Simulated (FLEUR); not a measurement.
KBr under changes of volume

One of the cells (35.937 Å³/atom); the others are scaled copies at fixed shape and fractional positions:

```
Br K
1.0
     0.00000    3.30000    3.30000
     3.30000    0.00000    3.30000
     3.30000    3.30000    0.00000
Br K
1 1
Direct
  0.50000 0.50000 0.50000
  0.00000 0.00000 0.00000
```

| Item | Value |
| --- | --- |
| Program | FLEUR MaX-R8.1 (later development tree) |
| Functional | PBEsol |
| Potentials or basis | all-electron |
| Basis | FLAPW |
| Kmax | 4.1 1/bohr |
| k mesh | 7 × 7 × 7 |
| Occupations | fermi-dirac, width 0.05 eV |
| Spin | no spin polarisation |

| volume (Å³/atom) | energy over the lowest point (meV/atom) | gap on the mesh (eV) |
| --- | --- | --- |
| 33.781 | 2.13 | 4.44 |
| 34.500 | 0.00 | 4.38 |
| 35.937 | 0.30 | 4.28 |
| 37.374 | 5.54 | 4.19 |
| 38.093 | ? | ? |

Q: What does the run at 38.093 Å³/atom give?

A: Energy over the lowest point 9.68 meV/atom; gap on the mesh 4.15 eV.

Worked out: A Birch-Murnaghan fit of order 2 (a polynomial in V^(-2/3)) to the other rows has its minimum at 35.14 Å³/atom with B0 = V·E''(V) = 15.2 GPa. It gives 9.76 meV/atom at 38.093 Å³/atom, against the run's 9.68. A straight line through the other rows of the gap, of slope -2.46 eV per unit of ln V (its deformation potential), extrapolates to 4.14 eV, against the run's 4.15.

Energies are extrapolated to zero smearing.

Caveats: an odd mesh through Γ misses points on the zone boundary, where band edges often lie (some runs).

Spin-orbit coupling on Br is left out.
